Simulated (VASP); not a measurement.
# InPd (Fm-3m) in VASP: a run that goes wrong, beside a sound one

Two runs on InPd: the first has a flaw, the second is sound.

Program: VASP 6.6.1. These are calculated values, not measurements. Logs are shortened: lines on timing, memory, paths and dates and some standing lists are left out, and cuts for length are marked.

## Step 1: The crystal as given

Symmetry: Fm-3m, No. 225, cubic system. The conventional cell has a = 5.492 Å, b = 5.492 Å, c = 5.492 Å, α = 90.00°, β = 90.00°, γ = 90.00°. Around In (site symmetry m-3m) lie 6 Pd at 2.75 Å. Pd (site symmetry m-3m) is surrounded by 6 In at 2.75 Å.

The cell was built by a generator and needn't be a form met in nature.

## Step 2: A run with an altered input

Input file INCAR:

```
  ALGO = Normal
  EDIFF = 1E-7
  EDIFFG = -0.01
  ENCUT = 250
  IBRION = 2
  ISIF = 3
  ISMEAR = -1
  LASPH = T
  LCHARG = F
  LMIXTAU = T
  LREAL = F
  LWAVE = F
  METAGGA = R2SCAN
  NELM = 71
  NSW = 30
  PREC = Low
  SIGMA = 0.05
```

Input file KPOINTS:

```
k-points
0
Gamma
  8 8 8
```

Input file POSCAR:

```
InPd
1.0
    0.0000000000      2.7460700000      2.7460700000
    2.7460700000      0.0000000000      2.7460700000
    2.7460700000      2.7460700000      0.0000000000
In Pd
1 1
Direct
    0.0000000000      0.0000000000      0.0000000000
    0.5000000000      0.5000000000      0.5000000000
```

Potentials or basis: VASP PAW PBE potentials, release 64 (In_d, Pd).

The run is started by

```bash
$ cat potpaw_PBE.64/In_d/POTCAR potpaw_PBE.64/Pd/POTCAR > POTCAR
$ mpirun -np 1 vasp_std > vasp.out
```

OUTCAR:

```text
EDIFF = 1E-7
   EDIFFG = -0.01
   ENCUT = 250
   IBRION = 2
   ISIF = 3
   ISMEAR = -1
   LASPH = T
   LREAL = F
   METAGGA = R2SCAN
   NELM = 71
   NSW = 30
   PREC = Low

[... 713 lines left out ...]

  FORCE on cell =-STRESS in cart. coord.  units (eV):
  Direction    XX          YY          ZZ          XY          YZ          ZX
  --------------------------------------------------------------------------------------
  -------------------------------------------------------------------------------------
  Total       -0.0168603     -0.0168603     -0.0168603      0.0000000     -0.0000000      0.0000000
  in kB       -0.6754523     -0.6754523     -0.6754523      0.0000000     -0.0000000      0.0000000
  external PRESSURE =      -0.6754523 kB  Pullay stress =       0.0000000 kB
[... 17 lines left out ...]
  FREE ENERGIE OF THE ION-ELECTRON SYSTEM (eV)
  ---------------------------------------------------
  free  energy   TOTEN  =       -46.1682031786 eV

  energy  without entropy=      -46.1595978728  energy(sigma->0) =      -46.16390053

 reached required accuracy - stopping structural energy minimisation
```

Wall time 49 s (1 thread of Intel Xeon Platinum 8488C (Sapphire Rapids), shared host); peak memory 0.11 GiB.

The calculation finished and met its thresholds. The fault, put in on purpose: cell relaxed at a low cutoff (ENCUT = 250; PREC = Low). The program ran through all the same, so the numbers look like a result but aren't the crystal's properties.

## Step 3: Relaxation of cell and atoms, r2SCAN

Input file INCAR:

```
PREC = Accurate ; ENCUT = 600
EDIFF = 1E-7 ; ISMEAR = -1
SIGMA = 0.05 ; LREAL = F
LASPH = T ; NELM = 80
ALGO = Normal ; ISIF = 3
LWAVE = F ; LCHARG = F
METAGGA = R2SCAN ; LMIXTAU = T
IBRION = 2 ; NSW = 60
EDIFFG = -0.005
```

Input file KPOINTS:

```
Automatic mesh
0
Gamma
  8 8 8
```

POSCAR is that of step 2.

Potentials or basis: VASP PAW PBE potentials, release 64 (In_d, Pd).

The run is started by

```bash
$ cat potpaw_PBE.64/In_d/POTCAR potpaw_PBE.64/Pd/POTCAR > POTCAR
$ mpirun -np 1 vasp_std > vasp.out
```

Wall time 3.6 min (1 thread of AMD EPYC 9R45 (Zen 5), shared host); peak memory 0.18 GiB.

It converged, with:

```yaml
Free_energy: -46.1523 eV
Relaxed_volume: 20.15 Å³/atom
Relaxed_cell: a = 3.848 Å, b = 3.848 Å, c = 3.848 Å, α = 60.00°, β = 60.00°, γ = 60.00°
Space_group_after_relaxing_to_0.05_Å: Fm-3m (No. 225)
Energy_gained_by_relaxing: 4.6 meV/atom
Ionic_steps: 3
Pressure_after_relaxing: 0.0 GPa
Band_gap_on_the_k_mesh: none (metal or under the smearing width)
```

The path:
| step | energy change (eV) | largest force (eV/Å) | pressure (GPa) | volume (Å³) |
| --- | --- | --- | --- | --- |
| 1 | 0.0000 | 0.0000 | -2.59 | 41.42 |
| 2 | -0.0033 | 0.0000 | 2.23 | 39.44 |
| 3 | -0.0091 | 0.0000 | -0.02 | 40.30 |

Final structure:
```
In Pd
1.0
     0.00000    2.72125    2.72125
     2.72125    0.00000    2.72125
     2.72125    2.72125    0.00000
In Pd
1 1
Direct
  0.00000 0.00000 0.00000
  0.50000 0.50000 0.50000
```

Levels at points of the mesh, in eV from the Fermi level:
```csv
k point,band 7,band 8,band 9,band 10,band 11,band 12,band 13,band 14,band 15
"(0.00, 0.00, 0.00)",-3.16,-3.16,-3.16,-2.85,-2.85,5.70,5.70,5.70,9.40
"(0.50, 0.00, 0.00)",-5.26,-3.94,-3.94,-2.75,-2.75,-1.56,7.74,7.74,7.90
"(0.50, 0.50, 0.00)",-3.64,-2.74,-2.63,-2.53,-2.53,-0.02,1.48,1.48,5.07
```

Caveat: the PAW data sets were made with another functional, which shifts forces and pressure a little.
